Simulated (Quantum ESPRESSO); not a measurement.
Runs of Quantum ESPRESSO 7.5 on CoO. It takes space group Fm-3m (No. 225, cubic). Conventional cell: a = 4.263 Å, b = 4.263 Å, c = 4.263 Å, α = 90.00°, β = 90.00°, γ = 90.00°. Co (site symmetry m-3m) has 6 O at 2.13 Å as nearest neighbours. O (site symmetry m-3m) is surrounded by 6 Co at 2.13 Å. 

| task | level | potentials or basis | spin | U | k mesh | cutoff (eV) | SCF threshold | dos occupations | symmetry | mesh quality | gap on the mesh (eV) | pressure (GPa) | moment (μB) |
| --- | --- | --- | --- | --- | --- | --- | --- | --- | --- | --- | --- | --- | --- |
| single point | PBEsol | GBRV 1.5 PBEsol | collinear, ferromagnetic start | - | 11 × 11 × 11 | 762 | 4e-10 Ry | - | - | not flagged | none | -10.7 | (a) |
| projected density of states | PBEsol+U | GBRV 1.5 PBEsol | non-collinear, random start | Co d U = 5.3 eV | 6 × 6 × 6 | 762 | 4e-10 Ry | tetrahedra_opt | - | coarse | none | -5.5 | 2.90 |
| projected density of states | PBEsol+U | GBRV 1.5 PBEsol | collinear, ferromagnetic start | Co d U = 5.3 eV | 6 × 6 × 6 | 762 | 4e-10 Ry | tetrahedra_opt | - | coarse | none | -5.5 | 2.90 |
| band structure | r2SCAN | SG15 PBE 1.2 | collinear, ferromagnetic start | - | 8 × 8 × 8 | 1197 | 1e-08 Ry | - | off | coarse | none | - | 3.00 |

Alike in all rows: cell as given; smearing fermi-dirac 0.05 eV.

Q: Fill in the values left out.

A: (a) 2.99.

Caveats: some runs use coarse meshes; a cell with one magnetic atom can't hold antiferromagnetic order, which such compounds often take; semilocal functionals often make such compounds metallic where correlation or magnetic order opens a gap, which also shifts bond lengths (some runs); non-collinear GGA energies in this program can be off by tens of meV an atom and hang on the start (some runs); the potentials were made for another functional, which shifts forces and pressure (some runs).

A gap of «none» marks a metal or a gap under the smearing width.
